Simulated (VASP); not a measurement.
# ZnS (Wurtzite-2H) (P6_3mc) in VASP: settings compared, part 2 of 3

VASP 6.6.1. The steps go on from the part before.

## Step 3: Relaxation of cell and atoms, vdW-DF

The input, INCAR:

```
SYSTEM = ZnS
PREC     = Accurate       ! precision mode
ENCUT    = 600            ! plane-wave cutoff, eV
EDIFF    = 1E-7           ! SCF threshold, eV
ISMEAR   = -1             ! smearing method
SIGMA    = 0.05           ! smearing width, eV
LREAL    = .False.        ! projectors in reciprocal space
LASPH    = .True.         ! aspherical terms in the spheres
NELM     = 100            ! most SCF steps
ALGO     = Normal         ! electronic algorithm
ISIF     = 3              ! what is computed and relaxed
LWAVE    = .False.        ! write WAVECAR
LCHARG   = .False.        ! write CHGCAR
GGA      = RE             ! functional
LUSE_VDW = .True.       
AGGAC    = 0.0          
IBRION   = 2              ! ionic algorithm
NSW      = 40             ! ionic steps
EDIFFG   = -0.01          ! ionic threshold
```

The input, KPOINTS:

```
regular mesh
0
Gamma
  8 8 5
  0 0 0
```

The input, POSCAR:

```
ZnS
1.0
    3.8110000000      0.0000000000      0.0000000000
   -1.9055000000      3.3004228138      0.0000000000
    0.0000000000      0.0000000000      6.2340000000
Zn S
2 2
Direct
    0.6666666667      0.3333333333      0.5000000000
    0.3333333333      0.6666666667      0.0000000000
    0.6666666667      0.3333333333      0.8850000000
    0.3333333333      0.6666666667      0.3850000000
```

Potentials or basis: VASP PAW PBE potentials, release 64 (Zn, S).

On the command line:

```console
cat potpaw_PBE.64/Zn/POTCAR potpaw_PBE.64/S/POTCAR > POTCAR
mpirun -np 1 vasp_std > vasp.out
```

OUTCAR:

```text
SYSTEM = ZnS
   PREC = Accurate
   ENCUT = 600
   EDIFF = 1E-7
   ISMEAR = -1
   LREAL = .False.
   LASPH = .True.
   NELM = 100
   ISIF = 3
   GGA = RE
   IBRION = 2
   NSW = 40
   EDIFFG = -0.01

 ion  position               nearest neighbor table
   1  0.667  0.333  0.500-   4 2.31   4 2.31   4 2.31   3 2.40
   2  0.333  0.667  0.000-   3 2.31   3 2.31   3 2.31   4 2.40
   3  0.667  0.333  0.885-   2 2.31   2 2.31   2 2.31   1 2.40
   4  0.333  0.667  0.385-   1 2.31   1 2.31   1 2.31   2 2.40

  LATTYP: Found a hexagonal cell.
 ALAT       =     3.8110000000
 C/A-ratio  =     1.6357911309

  Lattice vectors:

 A1 = (   3.8110000000,   0.0000000000,   0.0000000000)
[... 507 lines left out ...]

 Free energy of the ion-electron system (eV)
  ---------------------------------------------------
  ext. energy  EPLUGINS =         0.00000000
  ---------------------------------------------------
  free energy    TOTEN  =        -2.76744954 eV

  energy without entropy =       -2.76744954  energy(sigma->0) =       -2.76744954

 E-fermi :   2.4537     XC(G=0):  -9.1363

 val. band max:        1.4561984680   @ k =   0.0000   0.0000   0.0000
 cond. band min:       3.3976987292   @ k =   0.0000   0.0000   0.0000
 fundamental gap:      1.9415002612
 Fermi energy:         2.4537242835

 k-point     1 :       0.0000    0.0000    0.0000
  band No.  band energies     occupation
      1     -11.1875      2.00000
      2     -10.4064      2.00000
      3      -4.6957      2.00000
      4      -4.6844      2.00000
      5      -4.6844      2.00000
      6      -4.6146      2.00000
[... 589 lines left out ...]
     21       6.9348      0.00000
     22       7.2483      0.00000

 [... further k-points ...]

------------------------ aborting loop because EDIFF is reached ----------------------------------------

  FORCE on cell =-STRESS in cart. coord.  units (eV):
  Direction    XX          YY          ZZ          XY          YZ          ZX
  --------------------------------------------------------------------------------------
  -------------------------------------------------------------------------------------
  Total        0.0143315      0.0143315      0.0198274      0.0000000     -0.0000000      0.0000000
  in kB        0.2703625      0.2703625      0.3740421      0.0000000     -0.0000000      0.0000000
  external PRESSURE =       0.3049223 kB  Pullay stress =       0.0000000 kB
[... 23 lines left out ...]
  energy  without entropy=       -2.7674495382  energy(sigma->0) =       -2.76744954

Total vdW correction in eV:      7.0555157

 reached required accuracy - stopping structural energy minimisation
```

OSZICAR:

```text
N       E                     dE             d eps       ncg     rms          rms(c)
DAV:   1     0.263810486515E+03    0.26381E+03   -0.19202E+04  1320   0.219E+03
[... 92 lines left out ...]
       N       E                     dE             d eps       ncg     rms          rms(c)
DAV:   1    -0.276759841582E+01   -0.16925E-03   -0.48811E-03  1332   0.579E-01    0.948E-02
DAV:   2    -0.276750658900E+01    0.91827E-04   -0.40959E-04  1616   0.353E-01    0.476E-02
DAV:   3    -0.276745735244E+01    0.49237E-04   -0.50478E-05  1536   0.855E-02    0.221E-02
DAV:   4    -0.276744935795E+01    0.79945E-05   -0.26793E-05  1512   0.467E-02    0.496E-03
DAV:   5    -0.276744955171E+01   -0.19377E-06   -0.61374E-06  1500   0.300E-02    0.334E-03
DAV:   6    -0.276744953829E+01    0.13420E-07   -0.52121E-07  1224   0.116E-02
   9 F= -.27674495E+01 E0= -.27674495E+01  d E =-.295995E-03
```

CONTCAR:

```text
ZnS
   1.00000000000000
     3.9084969102828282   -0.0000000000000000   -0.0000000000000000
    -1.9542484551414141    3.3848576148937299   -0.0000000000000000
    -0.0000000000000000    0.0000000000000000    6.4195728300528403
  Zn              S
     2     2
Direct
     0.6666666667000030    0.3333333332999970    0.5054357943597861
     0.3333333332999970    0.6666666667000030    0.0054357943597862
     0.6666666667000030    0.3333333332999970    0.8795642056402119
     0.3333333332999970    0.6666666667000030    0.3795642056402118

  0.00000000E+00  0.00000000E+00  0.00000000E+00
  0.00000000E+00  0.00000000E+00  0.00000000E+00
  0.00000000E+00  0.00000000E+00  0.00000000E+00
  0.00000000E+00  0.00000000E+00  0.00000000E+00
```

It took 18 min on 1 thread of AMD EPYC 7R43 (Zen 3), shared host; peak memory 0.44 GiB.

Results:

```
Free energy                            : -2.7674 eV
Relaxed volume                         : 21.23 Å³/atom
Relaxed cell                           : a = 3.908 Å, b = 3.908 Å, c = 6.420 Å, α = 90.00°, β = 90.00°, γ = 120.00°
Space group after relaxing (to 0.05 Å) : P6_3mc (No. 186)
Energy gained by relaxing              : 34.0 meV/atom
Ionic steps                            : 9
Pressure after relaxing                : 0.0 GPa
Band gap on the k mesh                 : 1.94 eV, direct
```

The path:
```
step  energy change (eV)  largest force (eV/Å)  pressure (GPa)  volume (Å³)
   1              0.0000                0.3500            6.05        78.41
   2             -0.1206                0.0755           -1.40        87.11
   3             -0.1294                0.1221           -0.09        85.13
   4             -0.1293                0.1187           -0.18        85.27
   5             -0.1323                0.0824           -0.14        85.19
   6             -0.1356                0.0083           -0.04        85.02
   7             -0.1356                0.0204           -0.03        85.00
   8             -0.1359                0.0052            0.06        84.91
   9             -0.1359                0.0000            0.03        84.93
```

Final structure:
```
Zn S
1.0
     3.90850    0.00000    0.00000
    -1.95425    3.38486    0.00000
     0.00000    0.00000    6.41957
Zn S
2 2
Direct
  0.66667 0.33333 0.50544
  0.33333 0.66667 0.00544
  0.66667 0.33333 0.87956
  0.33333 0.66667 0.37956
```

Levels at points of the mesh, in eV from the valence-band top:
```csv
k point,band 14,band 15,band 16,band 17,band 18,band 19,band 20,band 21,band 22
"(0.00, 0.00, 0.00)",-0.77,-0.77,-0.08,0.00,0.00,1.94,3.07,6.44,6.44
"(0.50, 0.00, 0.00)",-3.78,-2.86,-1.92,-1.43,-0.76,3.82,4.09,5.29,7.04
```

Caveat: the PAW data sets were made with another functional, which shifts forces and pressure a little. Zero-point motion and thermal expansion aren't in these numbers.

## Step 4: Relaxation of cell and atoms, optPBE-vdW

The input, INCAR:

```
PREC = Accurate
ENCUT = 600
EDIFF = 1E-7
ISMEAR = -1
SIGMA = 0.05
LREAL = False
LASPH = True
NELM = 60
ALGO = Fast
ISIF = 3
LWAVE = False
LCHARG = False
GGA = OR
LUSE_VDW = True
AGGAC = 0.0
IBRION = 2
NSW = 60
EDIFFG = -0.02
```

The input, KPOINTS:

```
Automatic mesh
0
Gamma
  8 8 5
```

POSCAR is that of step 3.

On the command line:

```console
cat potpaw_PBE.64/Zn/POTCAR potpaw_PBE.64/S/POTCAR > POTCAR
mpirun -np 1 vasp_std > vasp.out
```

It took 16 min on 1 thread of AMD EPYC 7R43 (Zen 3), shared host; peak memory 0.47 GiB.

It converged, with:

| Item | Value |
| --- | --- |
| Free energy | -3.8804 eV |
| Relaxed volume | 20.47 Å³/atom |
| Relaxed cell | a = 3.862 Å, b = 3.862 Å, c = 6.341 Å, α = 90.00°, β = 90.00°, γ = 120.00° |
| Space group after relaxing (to 0.05 Å) | P6_3mc (No. 186) |
| Energy gained by relaxing | 14.4 meV/atom |
| Ionic steps | 7 |
| Pressure after relaxing | 0.0 GPa |
| Largest force after relaxing | 0.003 eV/Å |
| Band gap on the k mesh | 2.02 eV, direct |

Forces in eV/Å, atoms in the order of the input:
```
Zn   0.000  0.000  0.003
Zn   0.000  0.000  0.003
S    0.000  0.000 -0.003
S    0.000  0.000 -0.003
```

The path:
```csv
step,energy change (eV),largest force (eV/Å),pressure (GPa),volume (Å³)
1,0.0000,0.3398,3.45,78.41
2,-0.0473,0.0883,-1.07,83.30
3,-0.0506,0.1360,-0.20,82.23
4,-0.0506,0.1322,-0.29,82.31
5,-0.0541,0.0782,-0.15,82.12
6,-0.0563,0.0163,0.09,81.83
7,-0.0578,0.0031,0.02,81.89
```

Final structure:
```cif
data_structure
_symmetry_space_group_name_H-M 'P 1'
_symmetry_Int_Tables_number 1
_cell_length_a 3.8618
_cell_length_b 3.8618
_cell_length_c 6.3407
_cell_angle_alpha 90.000
_cell_angle_beta 90.000
_cell_angle_gamma 120.000
_cell_volume 81.89
loop_
_atom_site_label
_atom_site_type_symbol
_atom_site_fract_x
_atom_site_fract_y
_atom_site_fract_z
_atom_site_occupancy
Zn1 Zn 0.66667 0.33333 0.50541 1
Zn2 Zn 0.33333 0.66667 0.00541 1
S1 S 0.66667 0.33333 0.87959 1
S2 S 0.33333 0.66667 0.37959 1
```

Levels at points of the mesh, in eV from the valence-band top:
```
           k point  band 16  band 17  band 18  band 19  band 20  band 21
(0.00, 0.00, 0.00)    -0.08     0.00     0.00     2.02     3.06     6.36
(0.50, 0.00, 0.00)    -2.07    -1.55    -0.82     3.72     4.14     5.18
```

Caveat: the PAW data sets were made with another functional, which shifts forces and pressure a little. Zero-point motion and thermal expansion aren't in these numbers.

(Part 2 of 3 ends here.)
